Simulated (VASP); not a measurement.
Wanted: the native input for a VASP 6.6.1 run.

```
Task                   : single point
Functional             : r2SCAN
Potentials or basis    : VASP PAW PBE potentials, release 64 (In_d)
Cutoff                 : 520 eV
k mesh                 : 9 × 9 × 9, shifted
Occupations            : methfessel-paxton, width 0.1 eV
Spin                   : no spin polarisation
Dipole correction      : no
Further INCAR settings : ALGO = Normal; EDIFF = 1e-06; NBANDS = 12
```

Crystal: In.

```xyz
1
Lattice="-1.8825 1.8825 1.8825 1.8825 -1.8825 1.8825 1.8825 1.8825 -1.8825" Properties=species:S:1:pos:R:3 pbc="T T T"
In    0.0000    0.0000    0.0000
```

This isn't the form of In at room conditions, which is tetragonal.

The input as run:

POSCAR

```
In
1.0
   -1.8825250000      1.8825250000      1.8825250000
    1.8825250000     -1.8825250000      1.8825250000
    1.8825250000      1.8825250000     -1.8825250000
In
1
Direct
    0.0000000000      0.0000000000      0.0000000000
```

INCAR.step1

```
PREC = Accurate
ENCUT = 520
ISMEAR = 1
SIGMA = 0.1
LREAL = False
LASPH = True
NELM = 100
NBANDS = 12
GGA = PE
ALGO = Normal
EDIFF = 1E-4
LWAVE = True
LCHARG = False
```

INCAR.step2

```
PREC = Accurate
ENCUT = 520
EDIFF = 1E-6
ISMEAR = 1
SIGMA = 0.1
LREAL = False
LASPH = True
NELM = 100
ALGO = Normal
ISIF = 2
LWAVE = False
LCHARG = True
METAGGA = R2SCAN
LMIXTAU = True
LELF = True
LVHAR = True
NBANDS = 12
ISTART = 1
```

KPOINTS

```
Automatic mesh
0
Gamma
  9 9 9
  0.5 0.5 0.5
```

Potentials or basis: VASP PAW PBE potentials, release 64 (In_d).

Launch:

```console
$ cat potpaw_PBE.64/In_d/POTCAR > POTCAR
$ cp INCAR.step1 INCAR
$ mpirun -np 1 vasp_std > vasp.out
$ cp INCAR.step2 INCAR
$ mpirun -np 1 vasp_std > vasp.out
```

It gave:

| Quantity | Value |
| --- | --- |
| Pressure | 0.3 GPa |
| Band gap on the k mesh | none (metal or under the smearing width) |

Caveat: the PAW data sets were made with another functional, which shifts forces and pressure a little.

Run time: 22 s on 1 thread of Intel(R) Xeon(R) Platinum 8488C (Sapphire Rapids) (shared host), peak memory 0.14 GiB.
